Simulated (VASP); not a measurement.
Computed with PBE GGA + U (Dudarev), VASP's PBE PAW potentials (set 64) (plane waves; VASP).

The input files of a VASP run:

### INCAR
```
ALGO = Normal
EDIFF = 1E-6
ENCUT = 400
GGA = PE
ISIF = 2
ISMEAR = 1
ISPIN = 2
LASPH = .TRUE.
LCHARG = .FALSE.
LDAU = .TRUE.
LDAUJ = 0 0
LDAUL = 2 -1
LDAUPRINT = 1
LDAUTYPE = 2
LDAUU = 5.0 0
LMAXMIX = 6
LORBIT = 10
LREAL = .FALSE.
LWAVE = .FALSE.
MAGMOM = 2.0 0.0
NELM = 100
PREC = Accurate
SIGMA = 0.1
SYSTEM = CoPt
```

File POSCAR:
```
CoPt
1
    2.6900000000     0.0000000000     0.0000000000
    0.0000000000     2.6900000000     0.0000000000
    0.0000000000     0.0000000000     3.7000000000
Co Pt
1 1
Direct
  0.0000000000   0.0000000000   0.0000000000
  0.5000000000   0.5000000000   0.5000000000
```

KPOINTS:
```
Automatic mesh
0
Gamma
12 12 9
0 0 0
```

POTCAR, in this order: Co Pt (PBE.64 set). Program: vasp_std.

The resulting files:

**OUTCAR**
```
 ion  position               nearest neighbor table
   1  0.000  0.000  0.000-   2 2.65   2 2.65   2 2.65   2 2.65   2 2.65   2 2.65   2 2.65   2 2.65
  LATTYP: Found a simple tetragonal cell.
 ALAT       =     2.6900000000
 C/A-ratio  =     1.3754646840
 Subroutine PRICEL returns:
 Original cell was already a primitive cell.
 Subroutine GETGRP returns: Found 16 space group operations
The static configuration has the point symmetry D_4h.
The dynamic configuration has the point symmetry D_4h.
The overall configuration has the point symmetry D_4h.
 Subroutine INISYM returns: Found 16 space group operations
 Subroutine IBZKPT returns following result:
 Found    140 irreducible k-points:

 Following reciprocal coordinates:
            Coordinates               Weight
  0.000000  0.000000  0.000000      1.000000
  0.083333  0.000000  0.000000      4.000000
  0.166667  0.000000  0.000000      4.000000
  0.250000  0.000000  0.000000      4.000000
  0.333333  0.000000  0.000000      4.000000
  0.416667  0.000000  0.000000      4.000000
  0.500000  0.000000  0.000000      2.000000
  0.083333  0.083333  0.000000      4.000000
  0.166667  0.083333  0.000000      8.000000
  0.250000  0.083333  0.000000      8.000000
  0.333333  0.083333  0.000000      8.000000
  0.416667  0.083333  0.000000      8.000000
  0.500000  0.083333  0.000000      4.000000
  0.166667  0.166667  0.000000      4.000000
  0.250000  0.166667  0.000000      8.000000
  0.333333  0.166667  0.000000      8.000000
  0.416667  0.166667  0.000000      8.000000
  0.500000  0.166667  0.000000      4.000000
  0.250000  0.250000  0.000000      4.000000
  0.333333  0.250000  0.000000      8.000000
  0.416667  0.250000  0.000000      8.000000
  0.500000  0.250000  0.000000      4.000000
  0.333333  0.333333  0.000000      4.000000
  0.416667  0.333333  0.000000      8.000000
  0.500000  0.333333  0.000000      4.000000
  0.416667  0.416667  0.000000      4.000000
  0.500000  0.416667  0.000000      4.000000
  0.500000  0.500000  0.000000      1.000000
  0.000000  0.000000  0.111111      2.000000
  0.083333  0.000000  0.111111      8.000000
  0.166667  0.000000  0.111111      8.000000
  0.250000  0.000000  0.111111      8.000000
  0.333333  0.000000  0.111111      8.000000
  0.416667  0.000000  0.111111      8.000000
  0.500000  0.000000  0.111111      4.000000
  0.083333  0.083333  0.111111      8.000000
  0.166667  0.083333  0.111111     16.000000
  0.250000  0.083333  0.111111     16.000000
  0.333333  0.083333  0.111111     16.000000
  0.416667  0.083333  0.111111     16.000000
   k-points           NKPTS =    140   k-points in BZ     NKDIM =    140   number of bands    NBANDS=     14
   number of dos      NEDOS =    301   number of ions     NIONS =      2
   total plane-waves  NPLWV =   7776
   dimension x,y,z NGX =    18 NGY =   18 NGZ =   24
   dimension x,y,z NGXF=    36 NGYF=   36 NGZF=   48
   ions per type =               1   1
   PREC   = accura    normal or accurate (medium, high low for compatibility)
   ISTART =      0    job   : 0-new  1-cont  2-samecut
   ICHARG =      2    charge: 1-file 2-atom 10-const
   ISPIN  =      2    spin polarized calculation?
   LNONCOLLINEAR =      F non collinear calculations
   LSORBIT =      F    spin-orbit coupling
   INIWAV =      1    electr: 0-lowe 1-rand  2-diag
   ENCUT  =  400.0 eV  29.40 Ry    5.42 a.u.   4.39  4.39  6.03*2*pi/ulx,y,z
   NELM   =    100;   NELMIN=  2; NELMDL= -5     # of ELM steps
   EDIFF  = 0.1E-05   stopping-criterion for ELM
   LREAL  =      F    real-space projection
   NLSPLINE    = F    spline interpolate recip. space projectors
...
```

**OSZICAR**
```
       N       E                     dE             d eps       ncg     rms          rms(c)
DAV:   1     0.896448117639E+02    0.89645E+02   -0.75668E+03  8104   0.122E+03
DAV:   2    -0.710878587426E+01   -0.96754E+02   -0.89423E+02  8296   0.253E+02
DAV:   3    -0.103660846223E+02   -0.32573E+01   -0.31950E+01  9136   0.599E+01
DAV:   4    -0.104023375767E+02   -0.36253E-01   -0.36240E-01  9452   0.540E+00
DAV:   5    -0.104032631271E+02   -0.92555E-03   -0.92554E-03  9344   0.911E-01    0.165E+01
DAV:   6    -0.100212221837E+02    0.38204E+00   -0.86645E+00  8164   0.792E+01    0.124E+01
DAV:   7    -0.989300156932E+01    0.12822E+00   -0.48106E+00  9326   0.620E+01    0.918E+00
DAV:   8    -0.987043634061E+01    0.22565E-01   -0.83913E-01  9786   0.244E+01    0.377E+00
DAV:   9    -0.100516833401E+02   -0.18125E+00   -0.32344E-01 11222   0.119E+01    0.259E+00
DAV:  10    -0.102931823052E+02   -0.24150E+00   -0.33122E-01 11420   0.944E+00    0.144E+00
DAV:  11    -0.103803097155E+02   -0.87127E-01   -0.42486E-02 10796   0.351E+00    0.839E-01
DAV:  12    -0.104145788352E+02   -0.34269E-01   -0.17749E-02 10286   0.305E+00    0.464E-01
DAV:  13    -0.104199817653E+02   -0.54029E-02   -0.77212E-03 10796   0.192E+00    0.144E-01
DAV:  14    -0.104198066304E+02    0.17513E-03   -0.11749E-03 11708   0.630E-01    0.681E-02
DAV:  15    -0.104199417142E+02   -0.13508E-03   -0.23205E-04  9730   0.361E-01    0.336E-02
DAV:  16    -0.104199623072E+02   -0.20593E-04   -0.34904E-05 10542   0.148E-01    0.185E-02
DAV:  17    -0.104199620003E+02    0.30687E-06   -0.74528E-06  9618   0.752E-02
   1 F= -.10419962E+02 E0= -.10420039E+02  d E =0.231160E-03  mag=     2.5153
```

OUTCAR:
```
------------------------ aborting loop because EDIFF is reached ----------------------------------------
  FORCE on cell =-STRESS in cart. coord.  units (eV):
  Direction    XX          YY          ZZ          XY          YZ          ZX
  --------------------------------------------------------------------------------------
  Total        3.3181882      3.3181882      2.0031484      0.0000000      0.0000000      0.0000000
  in kB      198.5661969    198.5661969    119.8719119      0.0000000      0.0000000      0.0000000
  external PRESSURE =     172.3347685 kB  Pullay stress =       0.0000000 kB
  volume of cell :       26.77
      direct lattice vectors                 reciprocal lattice vectors
     2.690000000  0.000000000  0.000000000     0.371747212  0.000000000  0.000000000
     0.000000000  2.690000000  0.000000000     0.000000000  0.371747212  0.000000000
     0.000000000  0.000000000  3.700000000     0.000000000  0.000000000  0.270270270
 POSITION                                       TOTAL-FORCE (eV/Angst)
 -----------------------------------------------------------------------------------
      0.00000      0.00000      0.00000         0.000000      0.000000      0.000000
      1.34500      1.34500      1.85000         0.000000      0.000000      0.000000
 -----------------------------------------------------------------------------------
    total drift:                                0.000000     -0.000000     -0.000000
  FREE ENERGIE OF THE ION-ELECTRON SYSTEM (eV)
  ---------------------------------------------------
  free  energy   TOTEN  =       -10.4199620003 eV

  energy  without entropy=      -10.4201931599  energy(sigma->0) =      -10.42003905

 total charge

# of ion       s       p       d       tot
------------------------------------------
    1        0.429   0.457   7.161   8.047
    2        0.732   0.647   8.146   9.525
--------------------------------------------------
tot          1.161   1.105  15.306  17.572

 magnetization (x)

# of ion       s       p       d       tot
------------------------------------------
    1        0.010  -0.004   2.431   2.437
    2       -0.028  -0.058   0.189   0.103
--------------------------------------------------
tot         -0.018  -0.062   2.620   2.540
```
(Selected blocks of OUTCAR.)

The compound is CoPt in the L1_0 structure. The cell was not relaxed at this level. The run is one of a series of settings (LDAU = .TRUE., LDAUJ = 0 0, LDAUL = 2 -1, LDAUTYPE = 2, LDAUU = 5.0 0 against the base run), some of them coarse on purpose.
